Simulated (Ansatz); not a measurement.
BaSnO3:
```
BaSnO3
1.0
    4.17599     0.00000     0.00000
    0.00000     4.17599     0.00000
    0.00000     0.00000     4.17599
Ba Sn O
1 1 3
Cartesian
  0.00000   0.00000   0.00000
  2.08799   2.08799   2.08799
  0.00000   2.08799   2.08799
  2.08799   2.08799   0.00000
  2.08799   0.00000   2.08799
```

Relaxed with PBE. Special points in fractions of this cell's reciprocal vectors: Γ (0.000, 0.000, 0.000); X (0.000, 0.500, 0.000); M (0.500, 0.500, 0.000); R (0.500, 0.500, 0.500).

Q: List the band energies nearest the valence-band maximum at these points for PBE (plane waves, PAW; program Ansatz).

A: In eV from the valence-band maximum; about four levels below and three above (degenerate sets whole), none deeper than 8.9 eV; points with the same levels are listed once.

```
k                                below           above
-  -----------------------------------  --------------
Γ  -0.99 -0.99 -0.99 -0.49 -0.49 -0.49  0.48 4.96 4.96
X              -1.08 -1.08 -0.97 -0.97  4.52 6.69 6.93
M              -1.10 -1.10 -0.77 -0.05  6.39 7.63 7.80
R           -0.75 -0.75 0.00 0.00 0.00  5.11 5.11 5.11
```

Space group Pm-3m (cubic perovskite). The PBE relaxation kept the symmetry of its start. Scalar-relativistic: spin–orbit coupling is off unless named, which matters more the heavier the elements.

Potentials: the later of the program's two PAW sets.
